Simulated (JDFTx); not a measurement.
BaS under changes of volume

One of the cells (32.576 Å³/atom); the others are scaled copies at fixed shape and fractional positions:

```
Ba S
1.0
     0.00000    3.19375    3.19375
     3.19375    0.00000    3.19375
     3.19375    3.19375    0.00000
Ba S
1 1
Direct
  0.00000 0.00000 0.00000
  0.50000 0.50000 0.50000
```

* Program: JDFTx 1.7.0 (patched build)
* Functional: PBEsol
* Potentials or basis: PseudoDojo-SR-PBEsol-0.4.1-standard with smoothed tails
* Cutoff: 707 eV
* Density cutoff: 5660 eV
* k mesh: 7 × 7 × 7
* Occupations: fermi-dirac, width 0.05 eV
* Spin: no spin polarisation

```csv
volume (Å³/atom),energy over the lowest point (meV/atom),pressure (GPa),gap on the mesh (eV)
30.622,8.53,2.1,1.97
31.273,2.11,1.0,2.01
31.925,0.00,0.0,2.05
32.576,?,?,?
33.228,6.90,-1.7,2.11
33.879,15.13,-2.4,2.14
34.531,26.11,-3.0,2.17
```

Problem. What does the run at 32.576 Å³/atom give?

Solution. Energy over the lowest point 1.73 meV/atom; pressure -0.9 GPa; gap on the mesh 2.08 eV.

Worked out: A Birch-Murnaghan fit of order 3 (a polynomial in V^(-2/3)) to the other rows has its minimum at 31.94 Å³/atom with B0 = V·E''(V) = 46 GPa and B' = 4.6. It gives 1.73 meV/atom at 32.576 Å³/atom, against the run's 1.73, and -dE/dV = -0.9 GPa, against -0.9. A straight line through the other rows of the gap, of slope 1.64 eV per unit of ln V, gives 2.08 eV, against the run's 2.08.

Energies are extrapolated to zero smearing.

Caveats: this release of the barium file is off; spin-orbit coupling is left out, which moves the levels of the heavy elements; an odd mesh through Γ misses points on the zone boundary, where band edges often lie.
